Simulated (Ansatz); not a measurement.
# From the elastic tensor of SiC to moduli and sound speeds

These are results of DFT PBEsol, scalar-relativistic, plane waves, PAW (Ansatz 0.2.0), not measurements. Cutoff 420 eV, 12×12×6 k-points (Γ-centred), fixed occupations. No spin polarisation.

The structure is hexagonal, space group P6_3mc (No. 186). Conventional cell: a = 3.076 Å, b = 3.076 Å, c = 5.048 Å, α = 90.00°, β = 90.00°, γ = 120.00°. Around Si (site symmetry 3m) lie 4 C at 1.88 to 1.90 Å. Around C (site symmetry 3m) lie 4 Si at 1.88 to 1.90 Å.

Relaxed-ion constants (GPa, on the Cartesian axes of the calculation):
```
502.9 110.7  57.4   0.0   0.0   0.0
110.7 502.9  57.4   0.0   0.0   0.0
 57.5  57.5 544.1   0.0   0.0   0.0
  0.0   0.0   0.0 149.8   0.0   0.0
  0.0   0.0   0.0   0.0 149.8   0.0
  0.0   0.0   0.0   0.0   0.0 196.1
```

Density 3.220 g/cm³; 4 atoms in 41.36 Å³.

The values that follow are for a polycrystal of randomly turned grains, by Hill's mean where one number stands.

With S = C⁻¹: B_V = (C11+C22+C33+2(C12+C13+C23))/9, G_V = (C11+C22+C33−C12−C13−C23+3(C44+C55+C66))/15, 1/B_R = S11+S22+S33+2(S12+S13+S23), 15/G_R = 4(S11+S22+S33−S12−S13−S23)+3(S44+S55+S66); Hill is their mean. Then v_l = √((B+4G/3)/ρ), v_t = √(G/ρ), v_m = [(2/v_t³+1/v_l³)/3]^(−1/3) and Θ = (ħ/k_B)·v_m·(6π²n/V)^(1/3) for n atoms in the volume V; E = 9BG/(3B+G), ν = (3B−2G)/(2(3B+G)) and A^U = 5G_V/G_R + B_V/B_R − 6.

```json
{
  "Bulk modulus, Voigt / Reuss / Hill": "222.3 / 222.3 / 222.3 GPa",
  "Shear modulus, Voigt / Reuss / Hill": "187.4 / 181.0 / 184.2 GPa",
  "Young's modulus": "433 GPa",
  "Poisson ratio": "0.175",
  "Pugh ratio B/G": "1.21",
  "Universal anisotropy index": "0.18",
  "Longitudinal and transverse sound speeds": "12056 and 7564 m/s",
  "Debye temperature from the mean sound speed": "1138 K"
}
```

Cost: 1 run of about 5.3 core-minutes, on AMD EPYC 7R43 (Zen 3) (shared hosts).

The crystal resists compression almost equally in all directions but is distinctly anisotropic in shear. The Voigt and Reuss bulk moduli coincide at 222.3 GPa, while the shear bounds separate because C44, at 149.8 GPa, lies well below C66, at 196.1 GPa. This pattern, together with C33 exceeding C11, is what a tetrahedral network gives when viewed along its stacking axis: strain along c stretches the axial Si–C bonds directly, whereas shearing the bilayers past one another is accommodated largely by bond bending.

The shear stiffness is nevertheless high relative to the bulk modulus, as expected for directional sp³ bonds that resist changes in angle as well as length. C12 and C13 lie below C66 and C44 respectively, which also points to strongly non-central forces. Stiff bonds between light atoms account for the fast sound and high Debye temperature. The low B/G ratio is consistent with brittle behaviour, but hardness and fracture toughness also depend on dislocations, cracks and grain boundaries, which elastic constants do not describe.
